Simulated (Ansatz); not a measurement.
Level of theory: Ansatz 0.2.0, DFT PBE, scalar-relativistic, plane waves, PAW. Settings: cutoff 420 eV, Γ-centred meshes spaced at most about 0.3 Å⁻¹, and about 0.25 Å⁻¹ or finer for metals (2π included), Gaussian smearing. No spin polarisation.

Temperature and zero-point effects are left out.

Compare these two cells of Zr3S2, each relaxed at this level.

A. Space group I-4m2 (No. 119), tetragonal, a = 3.540 Å, c = 17.331 Å. Zr on a site of symmetry 2mm has 3 S at 2.49–2.56 Å; Zr on a site of symmetry -4m2 has 4 S at 2.50 Å; S on its first site has 4 Zr at 2.56 Å; S on its second site is surrounded by 6 Zr at 2.49–2.50 Å.

B. Space group C2/m (No. 12), monoclinic, a = 11.199 Å, b = 5.172 Å, c = 3.521 Å, β = 108.0°. Zr on a site of symmetry m has 4 S at 2.55–2.60 Å and 1 Zr at 3.22 Å; Zr on a site of symmetry 2/m is surrounded by 4 S at 2.56–2.57 Å; around S lie 6 Zr at 2.55–2.60 Å.

Question: Which would you expect to be lower, and how large is the difference?

Answer: B is lower, by 183 meV/atom. A has space group I-4m2 (No. 119), 21.7 Å³/atom and no gap on its mesh; B has space group C2/m (No. 12), 19.4 Å³/atom and no gap. Counting S atoms around Zr (those within 1.25 times the shortest such distance or 1.15 times the sum of covalent radii; a slash parts the counts of unlike sites), A has Zr 3/4 and B has Zr 4. The denser one is the lower, and pressure would at first widen the difference. Both come from invented guesses. The lowest form computed isn't among them: it has the anti-tetradymite type, space group R-3m (No. 166), 19.4 Å³/atom and lies 4 meV/atom below the best shown.

Cells relaxed within their symmetry can be saddle points. Some types were kept out of the candidates beforehand, so the set may lack a known form.
